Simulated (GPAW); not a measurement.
**Pb: equation of state with revPBE**

Crystal: Pb.

```
CELL_PARAMETERS angstrom
0.00000 2.47502 2.47502
2.47502 0.00000 2.47502
2.47502 2.47502 0.00000
ATOMIC_POSITIONS crystal
Pb 0.00000 0.00000 0.00000
```

```json
{"Program": "GPAW 26.7.0", "Task": "equation of state", "Functional": "revPBE", "Potentials or basis": "the program's PAW data sets (release 1.2.1) made for this functional", "Cutoff": "600 eV", "Basis": "pw", "k mesh": "9 × 9 × 9", "Occupations": "fermi-dirac, width 0.05 eV", "Spin": "no spin polarisation"}
```

```json
{"Equilibrium volume": "32.56 Å³/atom (rough: see the caveat)", "Bulk modulus": "37 GPa (rough)"}
```

Energy against volume, from the lowest point:
| volume (Å³/atom) | energy (meV/atom) |
| --- | --- |
| 28.503 | 76.24 |
| 29.110 | 52.62 |
| 29.716 | 34.02 |
| 30.323 | 19.93 |
| 30.929 | 9.85 |
| 31.535 | 3.38 |
| 32.142 | 0.00 |

Wall time 44 s on 1 thread of Arm Neoverse V2 (shared host), peak memory 0.18 GiB.

Caveat: the minimum lies outside the volumes run. Spin-orbit coupling is left out, which matters for the levels of Pb.
